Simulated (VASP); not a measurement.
These are PBEsol GGA, VASP's PBE PAW potentials (set 64) (plane waves; VASP) values and carry that method's errors.

VASP input:

### POSCAR
```
ZnTe
1
    0.0000000000     2.9741212318     2.9741212318
    2.9741212318     0.0000000000     2.9741212318
    2.9741212318     2.9741212318     0.0000000000
Zn Te
1 1
Direct
  0.0000000000   0.0000000000   0.0000000000
  0.2500000000   0.2500000000   0.2500000000
```

**INCAR**
```
LREAL = F   ! projection in real space or not
LCHARG = F
ENCUT = 520   ! plane-wave cut-off (eV)
SYSTEM = ZnTe
LWAVE = F
LASPH = T   ! aspherical one-centre terms
SIGMA = 0.05   ! width (eV)
ISIF = 2
EDIFF = 1E-7   ! SCF stop (eV)
NELM = 100
PREC = Accurate
ALGO = Normal
ISMEAR = 0
LMAXMIX = 4
GGA = PS   ! PBEsol
```

KPOINTS:
```
Automatic
0
Gamma
  8 8 8
```

POTCAR, in this order: Zn Te (PBE.64 set). Program: vasp_std.

Output of the run:

### OUTCAR
```
 ion  position               nearest neighbor table
   1  0.000  0.000  0.000-   2 2.58   2 2.58   2 2.58   2 2.58
   2  0.250  0.250  0.250-   1 2.58   1 2.58   1 2.58   1 2.58
  LATTYP: Found a face centered cubic cell.
 ALAT       =     5.9482424636
 Subroutine PRICEL returns:
 Original cell was already a primitive cell.
 Subroutine GETGRP returns: Found 24 space group operations
The static configuration has the point symmetry T_d .
The dynamic configuration has the point symmetry T_d .
 Subroutine INISYM returns: Found 24 space group operations
 Subroutine IBZKPT returns following result:
 Found     29 irreducible k-points:

 Following reciprocal coordinates:
            Coordinates               Weight
  0.000000  0.000000  0.000000      1.000000
  0.125000  0.000000  0.000000      8.000000
  0.250000  0.000000  0.000000      8.000000
  0.375000  0.000000  0.000000      8.000000
  0.500000  0.000000  0.000000      4.000000
  0.125000  0.125000  0.000000      6.000000
  0.250000  0.125000  0.000000     24.000000
  0.375000  0.125000  0.000000     24.000000
  0.500000  0.125000  0.000000     24.000000
 -0.375000  0.125000  0.000000     24.000000
 -0.250000  0.125000  0.000000     24.000000
 -0.125000  0.125000  0.000000     12.000000
  0.250000  0.250000  0.000000      6.000000
  0.375000  0.250000  0.000000     24.000000
  0.500000  0.250000  0.000000     24.000000
 -0.375000  0.250000  0.000000     24.000000
 -0.250000  0.250000  0.000000     12.000000
  0.375000  0.375000  0.000000      6.000000
  0.500000  0.375000  0.000000     24.000000
 -0.375000  0.375000  0.000000     12.000000
  0.500000  0.500000  0.000000      3.000000
  0.375000  0.250000  0.125000     24.000000
  0.500000  0.250000  0.125000     48.000000
 -0.375000  0.250000  0.125000     24.000000
  0.500000  0.375000  0.125000     24.000000
 -0.375000  0.375000  0.125000     48.000000
 -0.250000  0.375000  0.125000     24.000000
 -0.375000  0.500000  0.125000     12.000000
 -0.250000  0.500000  0.250000      6.000000
   k-points           NKPTS =     29   k-points in BZ     NKDIM =     29   number of bands    NBANDS=     13
   number of dos      NEDOS =    301   number of ions     NIONS =      2
   total plane-waves  NPLWV =  32768
   dimension x,y,z NGX =    32 NGY =   32 NGZ =   32
   dimension x,y,z NGXF=    64 NGYF=   64 NGZF=   64
   ions per type =               1   1
   PREC   = accura    normal or accurate (medium, high low for compatibility)
   ISTART =      0    job   : 0-new  1-cont  2-samecut
   ICHARG =      2    charge: 1-file 2-atom 10-const
   ISPIN  =      1    spin polarized calculation?
   LNONCOLLINEAR =      F non collinear calculations
   LSORBIT =      F    spin-orbit coupling
   INIWAV =      1    electr: 0-lowe 1-rand  2-diag
   ENCUT  =  520.0 eV  38.22 Ry    6.18 a.u.   7.82  7.82  7.82*2*pi/ulx,y,z
   NELM   =    100;   NELMIN=  2; NELMDL= -5     # of ELM steps
   EDIFF  = 0.1E-06   stopping-criterion for ELM
   LREAL  =      F    real-space projection
   NLSPLINE    = F    spline interpolate recip. space projectors
   LMAXMIX     =    4 max onsite mixed and CHGCAR
   VOSKOWN=      0    Vosko Wilk Nusair interpolation
   EDIFFG = 0.1E-05   stopping-criterion for IOM
   NSW    =      0    number of steps for IOM
   NBLOCK =      1;   KBLOCK =      1    inner block; outer block
   IBRION =     -1    ionic relax: 0-MD 1-quasi-New 2-CG
   NFREE  =      0    steps in history (QN), initial steepest desc. (CG)
   ISIF   =      2    stress and relaxation
   ISYM   =      2    0-nonsym 1-usesym 2-fastsym
   TEIN   =    0.0    initial temperature
   TEBEG  =    0.0;   TEEND  =   0.0 temperature during run
   SMASS  =  -3.00    Nose mass-parameter (am)
...
```

OSZICAR:
```
       N       E                     dE             d eps       ncg     rms          rms(c)
DAV:   1     0.786720321480E+02    0.78672E+02   -0.87864E+03   754   0.150E+03
DAV:   2    -0.169887605706E+01   -0.80371E+02   -0.77755E+02   794   0.261E+02
DAV:   3    -0.603726570999E+01   -0.43384E+01   -0.43244E+01   959   0.614E+01
DAV:   4    -0.609682124486E+01   -0.59556E-01   -0.59547E-01   939   0.721E+00
DAV:   5    -0.609763384219E+01   -0.81260E-03   -0.81259E-03   924   0.667E-01    0.553E+00
DAV:   6    -0.589726902567E+01    0.20036E+00   -0.81368E-01   914   0.299E+01    0.425E+00
DAV:   7    -0.588347959434E+01    0.13789E-01   -0.14376E-01   849   0.491E+00    0.182E+00
DAV:   8    -0.588068582336E+01    0.27938E-02   -0.55714E-03   972   0.776E-01    0.384E-01
DAV:   9    -0.588054987508E+01    0.13595E-03   -0.85384E-04   898   0.502E-01    0.136E-01
DAV:  10    -0.588055397958E+01   -0.41045E-05   -0.12966E-04   869   0.119E-01    0.974E-02
DAV:  11    -0.588057369342E+01   -0.19714E-04   -0.37332E-05   825   0.407E-02    0.233E-02
DAV:  12    -0.588057596179E+01   -0.22684E-05   -0.69534E-06   991   0.389E-02    0.198E-02
DAV:  13    -0.588057581132E+01    0.15047E-06   -0.12752E-06   855   0.149E-02    0.678E-03
DAV:  14    -0.588057584033E+01   -0.29007E-07   -0.35670E-07   924   0.399E-03
   1 F= -.58805758E+01 E0= -.58805758E+01  d E =-.313503E-13
```

**OUTCAR**
```
------------------------ aborting loop because EDIFF is reached ----------------------------------------
  FORCE on cell =-STRESS in cart. coord.  units (eV):
  Direction    XX          YY          ZZ          XY          YZ          ZX
  --------------------------------------------------------------------------------------
  Total        1.1731521      1.1731521      1.1731521      0.0000000      0.0000000      0.0000000
  in kB       35.7239039     35.7239039     35.7239039      0.0000000      0.0000000      0.0000000
  external PRESSURE =      35.7239039 kB  Pullay stress =       0.0000000 kB
  volume of cell :       52.61
      direct lattice vectors                 reciprocal lattice vectors
     0.000000000  2.974121232  2.974121232    -0.168116886  0.168116886  0.168116886
     2.974121232  0.000000000  2.974121232     0.168116886 -0.168116886  0.168116886
     2.974121232  2.974121232  0.000000000     0.168116886  0.168116886 -0.168116886
 POSITION                                       TOTAL-FORCE (eV/Angst)
 -----------------------------------------------------------------------------------
      0.00000      0.00000      0.00000         0.000000      0.000000     -0.000000
      1.48706      1.48706      1.48706        -0.000000     -0.000000      0.000000
 -----------------------------------------------------------------------------------
    total drift:                                0.000001      0.000001      0.000001
  FREE ENERGIE OF THE ION-ELECTRON SYSTEM (eV)
  ---------------------------------------------------
  free  energy   TOTEN  =        -5.8805758403 eV

  energy  without entropy=       -5.8805758403  energy(sigma->0) =       -5.88057584
```
(Selected blocks of OUTCAR.)

OUTCAR:
```
 val. band max:        3.8578490161   @ k =   0.0000   0.0000   0.0000

 cond. band min:       5.3891181513   @ k =   0.0000   0.0000   0.0000


 Fermi energy:         4.0944166331

 k-point     1 :       0.0000    0.0000    0.0000
  band No.  band energies     occupation
      1      -8.4840      2.00000
      2      -3.3649      2.00000
      3      -3.3649      2.00000
      4      -3.3649      2.00000
      5      -3.0859      2.00000
      6      -3.0859      2.00000
      7       3.8578      2.00000
      8       3.8578      2.00000
      9       3.8578      2.00000
     10       5.3891      0.00000
     11       8.1256      0.00000
     12       8.1256      0.00000
     13       8.1256      0.00000

 k-point     2 :       0.1250    0.0000    0.0000
  band No.  band energies     occupation
      1      -8.3621      2.00000
      2      -3.3577      2.00000
      3      -3.3532      2.00000
      4      -3.3532      2.00000
      5      -3.0875      2.00000
      6      -3.0875      2.00000
      7       2.4193      2.00000
      8       3.6613      2.00000
      9       3.6613      2.00000
     10       6.1414      0.00000
     11       8.3897      0.00000
     12       8.4137      0.00000
     13       8.4137      0.00000

 k-point     3 :       0.2500    0.0000    0.0000
  band No.  band energies     occupation
      1      -8.0365      2.00000
      2      -3.3273      2.00000
      3      -3.3273      2.00000
      4      -3.3082      2.00000
      5      -3.0882      2.00000
      6      -3.0882      2.00000
      7       0.5001      2.00000
      8       3.2688      2.00000
      9       3.2688      2.00000
     10       6.0528      0.00000
     11       8.8303      0.00000
     12       8.8303      0.00000
     13       9.9243      0.00000

 k-point     4 :       0.3750    0.0000    0.0000
  band No.  band energies     occupation
      1      -7.6508      2.00000
      2      -3.3062      2.00000
      3      -3.3062      2.00000
...
```

Unless said otherwise, spin-orbit coupling is left out, though it shifts the bands of the heavy elements here.

The compound is ZnTe in the zinc blende structure. This cell is one point of a volume scan, at 0.94 of the reference volume.
